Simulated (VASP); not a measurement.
# BeSe (F-43m) in VASP: notebook, part 2 of 2

VASP 6.6.1. The steps go on from the part before.

### 4 Relaxation of the atoms, PBE (a relaxed cell with its volume scaled by 0.96)

INCAR

```
SYSTEM = BeSe
  PREC = Accurate
  ENCUT = 300
  EDIFF = 1E-7
  ISMEAR = 0
  SIGMA = 0.03
  LREAL = .FALSE.
  LASPH = .TRUE.
  NELM = 80
  ALGO = Normal
  ISIF = 2
  LWAVE = .FALSE.
  LCHARG = .FALSE.
  GGA = PE
  IBRION = 2
  NSW = 40
  EDIFFG = -0.01
```

KPOINTS

```
regular mesh
0
G
  5 5 5
  0 0 0
```

POSCAR

```
BeSe                                    
1.0
    0.0000000000      2.5571734599      2.5571734599
    2.5571734599      0.0000000000      2.5571734599
    2.5571734599      2.5571734599      0.0000000000
  Be              Se            
     1     1
Direct
     0.0000000000000000    0.0000000000000000    0.0000000000000000
     0.2500000000000000    0.2500000000000000    0.2500000000000000
```

Launch:

```console
$ cat potpaw_PBE.64/Be/POTCAR potpaw_PBE.64/Se/POTCAR > POTCAR
$ mpirun -np 1 vasp_std > vasp.out
```

It took 2.5 s on 1 thread of Intel Xeon Platinum 8559C (Emerald Rapids), shared host; peak memory 0.11 GiB.

It converged, with:

* Free energy: -8.8281 eV
* Pressure after relaxing: 3.4 GPa
* Band gap on the k mesh: 2.83 eV, indirect (least direct gap 4.49 eV)

Final structure:
```xyz
2
Lattice="0.0000 2.5572 2.5572 2.5572 0.0000 2.5572 2.5572 2.5572 0.0000" Properties=species:S:1:pos:R:3 pbc="T T T"
Be    0.0000    0.0000    0.0000
Se    1.2786    1.2786    1.2786
```

Levels at points of the mesh, in eV from the valence-band top:
```tsv
k point	band 1	band 2	band 3	band 4	band 5	band 6	band 7	band 8
(0.00, 0.00, 0.00)	-13.91	0.00	0.00	0.00	4.49	5.00	5.00	5.00
```

Caveat: the k mesh is coarse (spacing up to 0.43 Å⁻¹), so the values aren't converged; the cutoff is under 1.25 times the usual one of these potentials, so pressure, stress and relaxed cells hold a basis-set (Pulay) error; the relaxation stopped at its first step, so nothing moved; an odd mesh through Γ misses points on the zone boundary, where band edges often lie.

### 5 Relaxation of the atoms, PBE (a relaxed cell with its volume scaled by 0.98)

INCAR is that of step 4.

KPOINTS is that of step 4.

POSCAR

```
BeSe                                    
1.0
    0.0000000000      2.5748096962      2.5748096962
    2.5748096962      0.0000000000      2.5748096962
    2.5748096962      2.5748096962      0.0000000000
  Be              Se            
     1     1
Direct
     0.0000000000000000    0.0000000000000000    0.0000000000000000
     0.2500000000000000    0.2500000000000000    0.2500000000000000
```

Potentials or basis: VASP PAW PBE potentials, release 64 (Be, Se).

Launch:

```console
$ cat potpaw_PBE.64/Be/POTCAR potpaw_PBE.64/Se/POTCAR > POTCAR
$ mpirun -np 1 vasp_std > vasp.out
```

OUTCAR:

```text
SYSTEM = BeSe
   PREC = Accurate
   ENCUT = 300
   EDIFF = 1E-7
   ISMEAR = 0
   LREAL = .FALSE.
   LASPH = .TRUE.
   NELM = 80
   ISIF = 2
   GGA = PE
   IBRION = 2
   NSW = 40
   EDIFFG = -0.01

 ion  position               nearest neighbor table
   1  0.000  0.000  0.000-   2 2.23   2 2.23   2 2.23   2 2.23
   2  0.250  0.250  0.250-   1 2.23   1 2.23   1 2.23   1 2.23

  LATTYP: Found a face centered cubic cell.
 ALAT       =     5.1496193924

  Lattice vectors:

 A1 = (   0.0000000000,   2.5748096962,   2.5748096962)
 A2 = (   2.5748096962,   0.0000000000,   2.5748096962)
 A3 = (   2.5748096962,   2.5748096962,   0.0000000000)

Analysis of symmetry for initial positions (statically):
=====================================================================
 Subroutine PRICEL returns:
 Original cell was already a primitive cell.

 Routine SETGRP: Setting up the symmetry group for a
 face centered cubic supercell.

 Subroutine GETGRP returns: Found 24 space group operations
 (whereof 24 operations were pure point group operations)
 out of a pool of 48 trial point group operations.

The static configuration has the point symmetry T_d .

Analysis of symmetry for dynamics (positions and initial velocities):
=====================================================================
 Subroutine PRICEL returns:
 Original cell was already a primitive cell.

 Routine SETGRP: Setting up the symmetry group for a
 face centered cubic supercell.

 Subroutine GETGRP returns: Found 24 space group operations
 (whereof 24 operations were pure point group operations)
 out of a pool of 48 trial point group operations.

[... 104 lines left out ...]
     AMIX     =   0.40;   BMIX     =  1.00
     AMIX_MAG =   1.60;   BMIX_MAG =  1.00
  volume/ion in A,a.u.               =      17.07       115.19
  Fermi-wavevector in a.u.,A,eV,Ry     =   1.009291  1.907283 13.859821  1.018668
  Thomas-Fermi vector in A             =   2.142210
   LORBIT       =      0    0 simple, 1 ext, 2 COOP (PROOUT), +10 PAW based schemes
   GGA     = PE    functional components
   LHFCALC =     F    Hartree Fock is set to
   AEXX    =    0.0000 exact exchange contribution
   IVDW    =     0    specifies the selected vdW correction
   LEPSILON=     F    determine dielectric tensor
   LRPA    =     F    only Hartree local field effects (RPA)
 conjugate gradient relaxation of ions
 non-spin polarized calculation
 Gauss-broadening in eV      SIGMA  =   0.03
  energy-cutoff  :      300.00
  volume of cell :       34.14
 maximum number of plane-waves:       411
 NGX is ok and might be reduce to    24
   NGX = 11   NGY = 11   NGZ = 11

 number of electron       7.9999998 magnetization

 Free energy of the ion-electron system (eV)
  ---------------------------------------------------
  ext. energy  EPLUGINS =         0.00000000
  ---------------------------------------------------
  free energy    TOTEN  =        -8.83880413 eV

  energy without entropy =       -8.83880413  energy(sigma->0) =       -8.83880413

 E-fermi :   3.5078     XC(G=0):  -9.4138

 val. band max:        3.3364240373   @ k =   0.0000   0.0000   0.0000
 cond. band min:       6.2031345765   @ k =   0.4000   0.4000   0.0000
 fundamental gap:      2.8667105392
 Fermi energy:         3.5077798108

 k-point     1 :       0.0000    0.0000    0.0000
  band No.  band energies     occupation
      1     -10.4417      2.00000
      2       3.3364      2.00000
      3       3.3364      2.00000
      4       3.3364      2.00000
      5       7.6770      0.00000
      6       8.3416      0.00000
      7       8.3416      0.00000
      8       8.3416      0.00000
[... 89 lines left out ...]
 k-point    10 :      -0.4000    0.4000    0.2000
  band No.  band energies     occupation
      1      -8.7617      2.00000
      2      -1.2735      2.00000
      3      -0.1930      2.00000
      4       0.7427      2.00000
      5       8.8289      0.00000
      6       9.8502      0.00000
      7      10.4140      0.00000
      8      13.4224      0.00000

------------------------ aborting loop because EDIFF is reached ----------------------------------------

  FORCE on cell =-STRESS in cart. coord.  units (eV):
  Direction    XX          YY          ZZ          XY          YZ          ZX
  --------------------------------------------------------------------------------------
  -------------------------------------------------------------------------------------
  Total        0.3421472      0.3421472      0.3421472      0.0000000     -0.0000000     -0.0000000
  in kB       16.0567679     16.0567679     16.0567679      0.0000000     -0.0000000     -0.0000000
  external PRESSURE =      16.0567679 kB  Pullay stress =       0.0000000 kB

 VOLUME and BASIS-vectors are now :
 -----------------------------------------------------------------------------
  energy-cutoff  :      300.00
  volume of cell :       34.14
      direct lattice vectors                 reciprocal lattice vectors
     0.000000000  2.574809696  2.574809696    -0.194189109  0.194189109  0.194189109
     2.574809696  0.000000000  2.574809696     0.194189109 -0.194189109  0.194189109
     2.574809696  2.574809696  0.000000000     0.194189109  0.194189109 -0.194189109

 POSITION                                       TOTAL-FORCE (eV/Angst)
 -----------------------------------------------------------------------------------
      0.00000      0.00000      0.00000        -0.000000     -0.000000     -0.000000
      1.28740      1.28740      1.28740         0.000000      0.000000      0.000000
 -----------------------------------------------------------------------------------
    total drift:                                0.000000      0.000000      0.000000

  FREE ENERGIE OF THE ION-ELECTRON SYSTEM (eV)
  ---------------------------------------------------
  free  energy   TOTEN  =        -8.8388041259 eV

  energy  without entropy=       -8.8388041259  energy(sigma->0) =       -8.83880413

 reached required accuracy - stopping structural energy minimisation
```

OSZICAR:

```text
N       E                     dE             d eps       ncg     rms          rms(c)
DAV:   1     0.153066582362E+02    0.15307E+02   -0.29280E+03   160   0.555E+02
DAV:   2    -0.856745677331E+01   -0.23874E+02   -0.23369E+02   240   0.950E+01
DAV:   3    -0.895736055269E+01   -0.38990E+00   -0.38990E+00   168   0.169E+01
DAV:   4    -0.895841403074E+01   -0.10535E-02   -0.10535E-02   280   0.992E-01
DAV:   5    -0.895841417864E+01   -0.14790E-06   -0.14790E-06   160   0.848E-03    0.339E+00
DAV:   6    -0.887046559562E+01    0.87949E-01   -0.59629E-02   176   0.153E+00    0.213E+00
DAV:   7    -0.883761996019E+01    0.32846E-01   -0.10629E-01   224   0.207E+00    0.255E-01
DAV:   8    -0.883860804542E+01   -0.98809E-03   -0.16762E-03   160   0.316E-01    0.496E-02
DAV:   9    -0.883878496408E+01   -0.17692E-03   -0.19911E-04   208   0.110E-01    0.288E-02
DAV:  10    -0.883880242112E+01   -0.17457E-04   -0.25980E-05   184   0.362E-02    0.425E-03
DAV:  11    -0.883880396235E+01   -0.15412E-05   -0.41561E-06   200   0.129E-02    0.187E-03
DAV:  12    -0.883880407166E+01   -0.10931E-06   -0.22076E-07   176   0.368E-03    0.409E-04
DAV:  13    -0.883880412593E+01   -0.54272E-07   -0.62485E-08   200   0.164E-03
   1 F= -.88388041E+01 E0= -.88388041E+01  d E =-.883880E+01
```

CONTCAR:

```text
BeSe
   1.00000000000000
     0.0000000000000000    2.5748096962000000    2.5748096962000000
     2.5748096962000000    0.0000000000000000    2.5748096962000000
     2.5748096962000000    2.5748096962000000    0.0000000000000000
  Be              Se
     1     1
Direct
     0.0000000000000000    0.0000000000000000    0.0000000000000000
     0.2500000000000000    0.2500000000000000    0.2500000000000000

  0.00000000E+00  0.00000000E+00  0.00000000E+00
  0.00000000E+00  0.00000000E+00  0.00000000E+00
```

Wall time 4 s (1 thread of Intel Xeon Platinum 8559C (Emerald Rapids), shared host); peak memory 0.12 GiB.

Results:

| Item | Value |
| --- | --- |
| Free energy | -8.8388 eV |
| Pressure after relaxing | 1.6 GPa |
| Band gap on the k mesh | 2.87 eV, indirect (least direct gap 4.34 eV) |

Final structure:
```xyz
2
Lattice="0.0000 2.5748 2.5748 2.5748 0.0000 2.5748 2.5748 2.5748 0.0000" Properties=species:S:1:pos:R:3 pbc="T T T"
Be    0.0000    0.0000    0.0000
Se    1.2874    1.2874    1.2874
```

Caveat: the k mesh is coarse (spacing up to 0.42 Å⁻¹), so the values aren't converged; the cutoff is under 1.25 times the usual one of these potentials, so pressure, stress and relaxed cells hold a basis-set (Pulay) error; the relaxation stopped at its first step, so nothing moved; an odd mesh through Γ misses points on the zone boundary, where band edges often lie.

### 6 Overview

| task | cell | mesh quality | gap on the mesh (eV) | pressure (GPa) |
| --- | --- | --- | --- | --- |
| relaxation of cell and atoms | relaxed | not flagged | 2.90 | 0.0 |
| relaxation of the atoms | atoms relaxed from: a relaxed cell with its volume scaled by 0.94 | coarse | 2.79 | 5.3 |
| relaxation of the atoms | atoms relaxed from: a relaxed cell with its volume scaled by 0.96 | coarse | 2.83 | 3.4 |
| relaxation of the atoms | atoms relaxed from: a relaxed cell with its volume scaled by 0.98 | coarse | 2.87 | 1.6 |

Alike in all rows: level PBE; potentials or basis VASP PAW PBE potentials, release 64 (Be, Se); no spin polarisation; k mesh 5 × 5 × 5; cutoff (eV) 300; smearing gaussian 0.03 eV.

Caveats: some runs use coarse meshes; the cutoff is under 1.25 times the usual one of these potentials, so pressure, stress and relaxed cells hold a basis-set (Pulay) error; the relaxation stopped at its first step, so nothing moved; an odd mesh through Γ misses points on the zone boundary, where band edges often lie.

Total energies depend on the potentials used, so only differences within one code and one set of settings carry meaning.
